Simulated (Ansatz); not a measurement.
Runs of Ansatz 0.2.0 on BN. The structure is hexagonal, space group P6_3/mmc (No. 194). Conventional cell: a = 2.498 Å, b = 2.498 Å, c = 6.636 Å, α = 90.00°, β = 90.00°, γ = 120.00°. Around N (site symmetry -6m2) lie 3 B at 1.44 Å. B (site symmetry -6m2) has 3 N at 1.44 Å as nearest neighbours. 

```csv
task,level,potentials or basis,cell,cutoff (eV),points for each segment of the path,gap on the mesh (eV),pressure (GPa),V0 of scaled cells (Å³/atom),relaxed volume (Å³/atom),B0 (GPa)
equation of state,m-r2SCAN,Ansatz PAW,as given,500,-,-,-,9.01,-,(b)
band structure,PBEsol,Ansatz PAW,as given,420,14,4.19,2.1,-,-,-
single point,PBE,Ansatz PAW,as given,350,-,4.29,5.1,-,-,-
equation of state,BLYP+D4,Ansatz PAW,as given,420,-,-,-,9.04,-,239
band structure,PBE,Ansatz PAW earlier set,as given,900,14,4.29,5.1,-,-,-
equation of state,PBE,Ansatz NC,as given,1240,-,-,-,9.16,-,236
relaxation of cell and atoms,LDA,Ansatz PAW,relaxed,420,-,4.07,0.0,-,8.71,-
relaxation of cell and atoms,RPBE+D4,Ansatz PAW,relaxed,420,-,4.22,0.0,-,(a),-
```

Alike in all rows: no spin polarisation; k mesh 12 × 12 × 4; smearing fermi-dirac 0.05 eV.

Fill in the values left out.

(a) 8.39; (b) 250.

Caveats: this functional lacks dispersion, which binds the layers, so the pressure and a relaxed spacing across them are unreliable (some runs); the cell was scaled at fixed shape and fractional positions, which overstates the stiffness of a crystal with free parameters, most of all of layers and chains (some runs); the PAW data sets come from PBE, with cores solved anew for the run's functional, which leaves a small shift of forces and pressure (some runs); the plane-wave basis is chosen anew once the cell has moved, so the energies of steps on either side of that aren't comparable (some runs); the PAW data sets were made with another functional, which shifts forces and pressure a little (some runs); the pressure holds a Pulay correction of +4.5 GPa for the finite cutoff (some runs); the cutoff lies under the one recommended for these potentials (some runs).

A k mesh can miss the band edges.
